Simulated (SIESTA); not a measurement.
CuO (Tenorite):

```
CELL_PARAMETERS angstrom
2.34185 -1.71130 0.00000
2.34185 1.71130 0.00000
-0.85003 0.00000 5.05787
ATOMIC_POSITIONS crystal
Cu 0.50000 0.00000 0.50000
Cu 0.00000 0.50000 0.00000
O 0.41840 0.58160 0.75000
O 0.58160 0.41840 0.25000
```

Base run:

```yaml
Program: SIESTA 5.4.2
Functional: PBE
Potentials_or_basis: PseudoDojo 0.4 standard (PBE files)
Basis: DZP (energy shift 0.003 Ry; two zetas on semicore shells)
Grid_cutoff: 800 Ry
Energy_shift: 0.003 Ry
k_mesh: 10 × 10 × 5
Occupations: fermi-dirac, width 0.05 eV
Spin: no spin polarisation
```

Its results: band gap on the k mesh none (metal or under the smearing width); pressure 7.0 GPa; largest force 0.096 eV/Å.

Problem. The run is repeated on the same cell with these changes: basis from DZP (energy shift 0.003 Ry; two zetas on semicore shells) to TZP (energy shift 0.01 Ry); energy shift from 0.003 Ry to 0.01 Ry. What comes out?

Solution. Band gap on the k mesh none (metal or under the smearing width); pressure 3.7 GPa; largest force 0.120 eV/Å.

Caveats: the basis of atomic orbitals isn't converged, which shifts pressures, moduli and gaps; the run has no spin polarisation, though such a crystal can be magnetic; semilocal functionals often make such compounds metallic where correlation or magnetic order opens a gap, which also shifts bond lengths; short orbitals over semicore shells can move pressures by several GPa (some runs); semicore shells carry a single zeta, which can move pressures by several GPa and volumes by a few percent (some runs).
